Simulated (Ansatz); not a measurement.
Input deck for Ansatz 0.2.0, then the block of the output on the nuclei.

The cell is a computed structure from the Materials Project (it need not be an observed phase).

```yaml
crystal:
  lattice:
    - [4.32562222, 0.0, 0.0]
    - [0.0, 4.32562222, 0.0]
    - [0.0, 0.0, 4.32562222]
  atoms:
    - { symbol: Cs, position: [0.0, 0.0, 0.0] }
    - { symbol: Br, position: [0.5, 0.5, 0.5] }
kpoints:
  mp_grid: { grid: [7, 7, 7] }
scf:
  occupations: { method: fermi_dirac, width: 0.02 }
hamiltonian:
  xc: pbe
  pseudopotentials: { kind: paw }
output:
  forces: true
  stress: true
  populations: true
  efg:
    quadrupole_moments_barn: { Cs: -0.00343, Br: 0.2579 }
    contact_densities: true
```

```sh
ansatz run input.yaml --threads 1 --pin off --max-ram 2560MiB --backend cpu --events-out ev --progress --plain --runs-dir out
```

Of the output, the block on the nuclei alone is shown; the set-up, the SCF iterations, energies, forces and stress are cut. One atom of each set with nearly equal values is shown.

```
--- PAW observables at the nuclei: V_zz in 10²¹ V/m², potentials from the cell's mean, atoms counted from 1 ---
  atom   1  Cs V_zz =    +0.000000   η = 0.0000   by run symmetry: forbidden   C_q = -0.0000 MHz
            electrostatic potential = -9373.248842 V   contact ρ = 1900604.001870 e/Å³
  atom   2  Br V_zz =    +0.000000   η = 0.0000   by run symmetry: forbidden   C_q = +0.0000 MHz
            electrostatic potential = -4907.583456 V   contact ρ = 293237.157940 e/Å³
```

The run took 2.4 s of wall time (2.3 s of CPU time) and 0.42 GiB at its peak, on 1 thread of Intel Xeon 6975P-C (Granite Rapids) (x86_64; 16 cores open to the job, memory cap 2.5 GiB, no GPU), a shared host with a load of 0.2 a core.
